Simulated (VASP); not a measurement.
A VASP 6.6.1 single-point calculation on CdSe

INCAR

```
ISMEAR = -1
LREAL = .FALSE.
NELECT = 18.02
LCHARG = .FALSE.
EDIFF = 1E-7
LWAVE = .FALSE.
NSW = 0
ENCUT = 520
NELM = 120
LASPH = .FALSE.
GGA = PE
ISIF = 2
IBRION = -1
SIGMA = 0.02
PREC = Medium
NBANDS = 16
```

KPOINTS

```
KPOINTS created by Atomic Simulation Environment
0
Gamma
8 8 8
0 0 0
```

POSCAR

```
Cd Se
 1.0000000000000000
     0.0000000000000000    3.1291365846999999    3.1291365846999999
     3.1291365846999999    0.0000000000000000    3.1291365846999999
     3.1291365846999999    3.1291365846999999    0.0000000000000000
 Cd  Se
   1   1
Cartesian
  0.0000000000000000  0.0000000000000000  0.0000000000000000
  1.5645682923499997  1.5645682923499997  1.5645682923499997
```

The recommended PBE PAW datasets give the neutral cell 18 valence electrons.

Command

```
mpirun -np 1 vasp_std
```

OSZICAR

```
N       E                     dE             d eps       ncg     rms          rms(c)
DAV:   1     0.105656563894E+03    0.10566E+03   -0.86974E+03   936   0.999E+02
DAV:   2    -0.177532936864E+01   -0.10743E+03   -0.10195E+03  1112   0.245E+02
DAV:   3    -0.584272404657E+01   -0.40674E+01   -0.40605E+01  1104   0.496E+01
DAV:   4    -0.585945869405E+01   -0.16735E-01   -0.16734E-01  1176   0.326E+00
DAV:   5    -0.585956761039E+01   -0.10892E-03   -0.10892E-03  1160   0.228E-01    0.524E+00
DAV:   6    -0.548269817825E+01    0.37687E+00   -0.57956E-01  1376   0.834E+00    0.426E+00
DAV:   7    -0.546282560346E+01    0.19873E-01   -0.13131E-01  1048   0.238E+00    0.190E+00
DAV:   8    -0.546366775011E+01   -0.84215E-03   -0.11641E-02  1080   0.126E+00    0.229E-01
DAV:   9    -0.546390028329E+01   -0.23253E-03   -0.13398E-03  1112   0.435E-01    0.501E-02
DAV:  10    -0.546396821650E+01   -0.67933E-04   -0.14331E-04  1152   0.144E-01    0.453E-02
DAV:  11    -0.546402151878E+01   -0.53302E-04   -0.86190E-05  1136   0.580E-02    0.178E-02
DAV:  12    -0.546402129716E+01    0.22163E-06   -0.13747E-06  1096   0.118E-02    0.956E-03
DAV:  13    -0.546402202650E+01   -0.72935E-06   -0.22438E-06  1144   0.782E-03    0.345E-03
DAV:  14    -0.546402201849E+01    0.80081E-08   -0.86961E-08   960   0.186E-03
   1 F= -.54640220E+01 E0= -.54638056E+01  d E =-.432936E-03
```

From OUTCAR

```
k-points           NKPTS =     29   k-points in BZ     NKDIM =     29   number of bands    NBANDS=     16

   NELECT =      18.0200    total number of electrons

   dimension x,y,z NGX =    28 NGY =   28 NGZ =   28
   dimension x,y,z NGXF=    30 NGYF=   30 NGZF=   30

  energy-cutoff  :      520.00
  volume of cell :       61.28
      direct lattice vectors                 reciprocal lattice vectors
     0.000000000  3.129136585  3.129136585    -0.159788487  0.159788487  0.159788487
     3.129136585  0.000000000  3.129136585     0.159788487 -0.159788487  0.159788487
     3.129136585  3.129136585  0.000000000     0.159788487  0.159788487 -0.159788487

 k-points in reciprocal lattice and weights: KPOINTS created by Atomic Simulation Env
   0.00000000  0.00000000  0.00000000       0.002
   0.12500000  0.00000000  0.00000000       0.016
   0.25000000  0.00000000  0.00000000       0.016
   0.37500000  0.00000000  0.00000000       0.016
   0.50000000  0.00000000  0.00000000       0.008
   0.12500000  0.12500000  0.00000000       0.012
   0.25000000  0.12500000  0.00000000       0.047
   0.37500000  0.12500000  0.00000000       0.047
   ...

 E-fermi :   1.7215

 k-point     1 :       0.0000    0.0000    0.0000
  band No.  band energies     occupation
      1     -11.8500      2.00000
      2      -7.3820      2.00000
      3      -7.3820      2.00000
      4      -7.3820      2.00000
      5      -7.0927      2.00000
      6      -7.0927      2.00000
      7       0.3009      2.00000
      8       0.3010      2.00000
      9       0.3010      2.00000
     10       0.7224      2.00000
     11       6.2123      0.00000
     12       6.2123      0.00000
     13       6.2124      0.00000
     14       9.7207      0.00000
     15      11.1936      0.00000
     16      11.1936      0.00000

 k-point     2 :       0.1250    0.0000    0.0000
  band No.  band energies     occupation
      1     -11.8063      2.00000
      2      -7.3686      2.00000
      3      -7.3685      2.00000
      4      -7.3390      2.00000
      5      -7.0933      2.00000
      6      -7.0933      2.00000
      7      -0.8566      2.00000
      8       0.1954      2.00000
      9       0.1954      2.00000
     10       1.7203      1.03000
     11       5.9774      0.00000
     12       6.3931      0.00000
     13       6.3932      0.00000
     14      10.4499      0.00000
     15      10.4894      0.00000
     16      10.4894      0.00000

 k-point     3 :       0.2500    0.0000    0.0000
  band No.  band energies     occupation
      1     -11.6997      2.00000
      2      -7.3392      2.00000
      3      -7.3391      2.00000
      4      -7.2003      2.00000
      5      -7.0907      2.00000
      6      -7.0907      2.00000
      7      -2.1587      2.00000
      8      -0.0394      2.00000
      9      -0.0394      2.00000
     10       2.4242      0.00000
     11       6.1160      0.00000
     12       6.6840      0.00000
     13       6.6840      0.00000
     14      10.2497      0.00000
     15      10.2497      0.00000
     16      10.2636      0.00000

 ...

  Total       -0.2190488     -0.2190488     -0.2190488      0.0000000     -0.0000000     -0.0000000
  in kB       -5.7272727     -5.7272727     -5.7272727      0.0000000     -0.0000000     -0.0000000
  external PRESSURE =      -5.7272727 kB  Pullay stress =       0.0000000 kB

 POSITION                                       TOTAL-FORCE (eV/Angst)
 -----------------------------------------------------------------------------------
      0.00000      0.00000      0.00000         0.000000      0.000000      0.000000
      1.56457      1.56457      1.56457        -0.000000     -0.000000     -0.000000
 -----------------------------------------------------------------------------------
    total drift:                               -0.000061     -0.000061     -0.000057

  FREE ENERGIE OF THE ION-ELECTRON SYSTEM (eV)
  ---------------------------------------------------
  free  energy   TOTEN  =        -5.4640220185 eV

  energy  without entropy=       -5.4635890822  energy(sigma->0) =       -5.46380555
```

It converged. Results: pressure -0.6 GPa.

The cell is charged and sits in a uniform background.

For comparison, a separate PBE run of the intended cell, on usual settings and not on those above, gives a gap of 0.43 eV on its mesh and a pressure of -1.0 GPa.

The run above took about 15 s on one core of a shared host (Intel Xeon Platinum 8488C) and held 0.14 GiB at most.
